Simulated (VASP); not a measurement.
PtSe2:

```
Pt Se
1.0
     3.72400    0.00000    0.00000
    -1.86200    3.22508    5.06200
     0.00000    0.00000   10.12400
Pt Se
2 4
Direct
  0.00000 0.00000 0.00000
  0.00000 0.00000 0.50000
  0.33333 0.66667 0.79167
  0.66667 0.33333 0.20833
  0.33333 0.66667 0.29167
  0.66667 0.33333 0.70833
```

Base run:

- Program: VASP 6.6.1
- Functional: PBEsol
- Potentials or basis: VASP PAW PBE potentials, release 64 (Pt, Se)
- Cutoff: 450 eV
- k mesh: 7 × 7 × 4
- Occupations: gaussian, width 0.05 eV
- Spin: collinear spin, ferromagnetic start
- Starting moments: [4.0, 4.0, 0.0, 0.0, 0.0, 0.0] μB
- Hubbard terms: Pt d U = 4 eV

Its results: band gap on the k mesh none (metal or under the smearing width); pressure -0.3 GPa; net moment 0.00 μB per cell; largest force 0.127 eV/Å.

Task: The run is repeated on the same cell with these changes: hubbard terms from Pt d U = 4 eV to none. What comes out?

Result: Band gap on the k mesh none (metal or under the smearing width); pressure 2.2 GPa; net moment 0.00 μB per cell; largest force 0.318 eV/Å.

Caveats: the PAW data sets were made with another functional, which shifts forces and pressure a little.
